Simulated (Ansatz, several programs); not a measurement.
GaAgSe2 (started from an entry of an open crystallographic database), relaxed with r2SCAN in Ansatz (plane waves, PAW): the symmetry is I-42d (No. 122, tetragonal); conventional cell a = 6.014 Å, c = 11.006 Å, 24.88 Å³ an atom. Ga is surrounded by 4 Se at 2.42 Å; Ag is surrounded by 4 Se at 2.65 Å; Se is surrounded by 2 Ga at 2.42 Å and 2 Ag at 2.65 Å. The cell was then scaled with its shape and fractional coordinates held, which makes it stiffer than a relaxed compression. The values are computed, spin-unpolarised, and not measurements.

```tsv
V (Å³/atom)	E (meV/atom)
23.385	18.73
24.878	0.00
25.624	3.98
26.371	14.99
```

(1) Pass a cubic E = c₀ + c₁u + c₂u² + c₃u³, with u = V − 25.064 Å³, through these points.

(2) Where is the minimum, and what bulk modulus follows?

(3) Predict the energy and the pressure at the withheld volume, 24.132 Å³.

## Answers

(1) c₀ = 0.26, c₁ = +2.762, c₂ = 7.248, c₃ = -0.5650 (meV and Å³).

(2) dE/du = 0 at u = -0.186, so V₀ = 24.88 Å³. B = V₀ d²E/dV² = 24.88 × (2c₂ + 6c₃u) = 24.88 × 15.129 = 376 meV/Å³, and 1 meV/Å³ is 0.16022 GPa: 60 GPa. A third-order Birch-Murnaghan fit to all five points gives 24.88 Å³ and 60 GPa.

(3) With u = -0.932: E ≈ 4.44 meV and P = −dE/dV ≈ +1.96 GPa. The run gives 4.39 meV and, from its stress, +1.95 GPa.
